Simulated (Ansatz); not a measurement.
# ZrS2 under changes of volume

One of the cells (23.763 Å³/atom); the others are scaled copies at fixed shape and fractional positions:

```
Zr S
1.0
     3.69138    0.00000    0.00000
    -1.84569    3.19683    0.00000
     0.00000    0.00000    6.04108
Zr S
1 2
Cartesian
  0.0000 0.0000 0.0000
  0.0000 2.1312 1.4372
  1.8457 1.0656 4.6038
```

The cell is a database's computed one.

- Program: Ansatz 0.2.0
- Functional: LDA
- Potentials or basis: all-electron LAPW, scalar-relativistic
- Cutoff: 200 eV (chosen from the basis error)
- Basis error allowed: 0.002 eV/atom
- k mesh: 8 × 8 × 5
- Occupations: fermi-dirac, width 0.05 eV
- Spin: no spin polarisation

| volume (Å³/atom) | energy over the lowest point (meV/atom) | pressure (GPa) | gap on the mesh (eV) | largest force (eV/Å) |
| --- | --- | --- | --- | --- |
| 22.337 | ? | ? | ? | ? |
| 22.813 | 0.00 | -0.9 | 0.91 | 0.180 |
| 23.288 | 5.63 | -2.8 | 0.92 | 0.067 |
| 23.763 | 16.58 | -4.5 | 0.94 | 0.297 |
| 24.238 | 32.30 | -6.0 | 0.95 | 0.510 |
| 24.714 | 52.30 | -7.4 | 0.95 | 0.708 |
| 25.189 | 76.16 | -8.6 | 0.96 | 0.892 |

**Question.** What does the run at 22.337 Å³/atom give?

**Answer.** Energy over the lowest point 0.27 meV/atom; pressure 1.2 GPa; gap on the mesh 0.90 eV; largest force 0.447 eV/Å.

Worked out: A Birch-Murnaghan fit of order 3 (a polynomial in V^(-2/3)) to the other rows has its minimum at 22.59 Å³/atom, just outside them, with B0 = V·E''(V) = 99 GPa and B' = 4.1 at fixed shape and positions, which overstates the stiffness. It gives 0.27 meV/atom at 22.337 Å³/atom, against the run's 0.27, and -dE/dV = 1.2 GPa, against 1.2. A straight line through the other rows of the gap, of slope 0.506 eV per unit of ln V, extrapolates to 0.90 eV, against the run's 0.90.

Energies are extrapolated to zero smearing.

Caveats: an odd mesh through Γ misses points on the zone boundary, where band edges often lie. Spin-orbit coupling on Zr is left out.
